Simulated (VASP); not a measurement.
Results of a VASP single-point calculation on YN (strained rocksalt)

POSCAR

```
Y  N
 1.0000000000000000
     0.0000000000000000    2.5214895869000000    2.5214895869000000
     2.5214895869000000    0.0000000000000000    2.5214895869000000
     2.5214895869000000    2.5214895869000000    0.0000000000000000
 Y   N
   1   1
Cartesian
  0.0000000000000000  0.0000000000000000  0.0000000000000000
  2.5214895869000000  2.5214895869000000  2.5214895869000000
```

- gap between bands v and c: 0.73 eV
- least direct gap: 1.19 eV

Band v is the last that the valence electrons fill when counted band by band, and c is the next. Levels in eV from the top of v:

```tsv
point	v−1	v	c	c+1
Γ	0.00	0.00	3.42	3.42
X	-0.47	-0.47	0.73	6.75
K	-1.69	-1.26	2.77	6.30
L	-2.05	-2.05	5.77	6.34
W	-1.58	-1.58	4.22	4.22
```

Task: Which of these levels of theory gave these results?
A. LDA
B. PBE with spin–orbit coupling
C. PBE0
D. PBE
E. r²SCAN
F. HSE06
G. PBEsol

Result: E.

The INCAR was:

```
ENCUT = 520
LASPH = .TRUE.
ISMEAR = 0
ALGO = Normal
LREAL = .FALSE.
LWAVE = .FALSE.
IBRION = -1
METAGGA = R2SCAN
LCHARG = .TRUE.
PREC = Accurate
SIGMA = 0.01
NBANDS = 15
NELM = 120
LELF = .TRUE.
EDIFF = 1E-7
NSW = 0
ISIF = 2
```
